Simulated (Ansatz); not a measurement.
**BaTiO3 and the effect of the Hubbard U on Ti d**

```cif
data_structure
_symmetry_space_group_name_H-M 'P4mm'
_symmetry_Int_Tables_number 99
_cell_length_a 3.9998
_cell_length_b 3.9998
_cell_length_c 4.0180
_cell_angle_alpha 90.000
_cell_angle_beta 90.000
_cell_angle_gamma 90.000
_cell_volume 64.28
loop_
_atom_site_label
_atom_site_type_symbol
_atom_site_symmetry_multiplicity
_atom_site_Wyckoff_symbol
_atom_site_fract_x
_atom_site_fract_y
_atom_site_fract_z
_atom_site_occupancy
Ba1 Ba 1 a 0.00000 0.00000 0.00000 1
Ti1 Ti 1 b 0.50000 0.50000 0.49000 1
O1 O 2 c 0.00000 0.50000 0.51700 1
O2 O 1 b 0.50000 0.50000 0.01900 1
```

The cell comes from a database or a generator and needn't be the form met in nature.

Kept alike: task band structure; functional PBEsol; k mesh 7 × 7 × 7; occupations fermi-dirac, width 0.05 eV; no spin polarisation. Program: Ansatz, Ansatz PAW, cutoff 420 eV. The mesh is that of the run's cell of 5 atoms. No spin-orbit coupling.

| Hubbard U on Ti d, U (eV) | pressure (GPa) |
| --- | --- |
| 0 | -3.84 |
| 1 | -3.54 |
| 2 | -3.22 |
| 3 | -2.88 |
| 4 | -2.52 |
| 5 | -2.13 |
| 6 | -1.72 |
| 8 | -0.78 |

Pressure is positive in compression, with a Pulay correction for the finite cutoff. U acts here on a shell without spin polarisation. How U acts hangs on the program's projectors. All rows use potentials made for PBE. U is the effective U - J on orthogonalised atomic projectors. Double counting: fully localised limit (the default).

Problem. What does the Hubbard U on Ti d change here?

Solution. The pressure rises from -3.84 to -0.78 GPa between 0 and 8 eV. U localises the shell and weakens its bonds, so the cell pushes outwards.
